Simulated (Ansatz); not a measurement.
## Structure relaxation of Ga₂Se

Level of theory: Ansatz, DFT PBE, scalar-relativistic, plane waves, PAW. Cutoff 420 eV, Γ-centred k mesh, Gaussian smearing, no spin polarisation in the final step.

Ga₂Se was placed on the anti-beta-cristobalite structure type (Fd-3m, No. 227), with Se in place of Si, Ga in place of O, at a guessed volume.

```xyz
6
Lattice="0.0000 4.3542 4.3542 4.3542 0.0000 4.3542 4.3542 4.3542 0.0000" Properties=species:S:1:pos:R:3 pbc="T T T"
Ga    5.4428    5.4428    5.4428
Ga    5.4428    3.2657    3.2657
Ga    3.2657    3.2657    5.4428
Ga    3.2657    5.4428    3.2657
Se    4.3542    4.3542    4.3542
Se    6.5313    6.5313    6.5313
```

Cell and atoms relax at zero pressure; the relaxation can't lower the symmetry of the start. After a coarse first stage the cell is made exact in the group found at 0.06 Å.

Energies over the elements count from the elements' standard structures at the same level, with no empirical corrections.

Q: What does it relax into?

A: It keeps Fd-3m (No. 227). The result has the beta-cristobalite structure. Conventional cell: a = 13.046 Å. Around Ga lie 2 Se at 2.82 Å; Se is coordinated by 4 Ga at 2.82 Å.

```
Ga Se
1.0
     0.00000    6.52287    6.52287
     6.52287    0.00000    6.52287
     6.52287    6.52287    0.00000
Ga Se
4 2
Direct
  0.62500 0.62500 0.62500
  0.12500 0.62500 0.62500
  0.62500 0.62500 0.12500
  0.62500 0.12500 0.62500
  0.50000 0.50000 0.50000
  0.75000 0.75000 0.75000
```

Q: What are its volume, energy, density and gap?

A: The volume per atom is 92.51 Å³, the density is 1.31 g/cm³ and the energy over the elements is 0.447 eV/atom. The gap on the 4×4×4 mesh is 0.95 eV.

The final run used a 4×4×4 mesh on its 6-atom cell and 0.02 eV smearing. Symmetry constrained the relaxation, so the result can be a saddle point.

Cost: 3 runs of about 4 core-minutes in all, on Arm Neoverse V1 (shared hosts).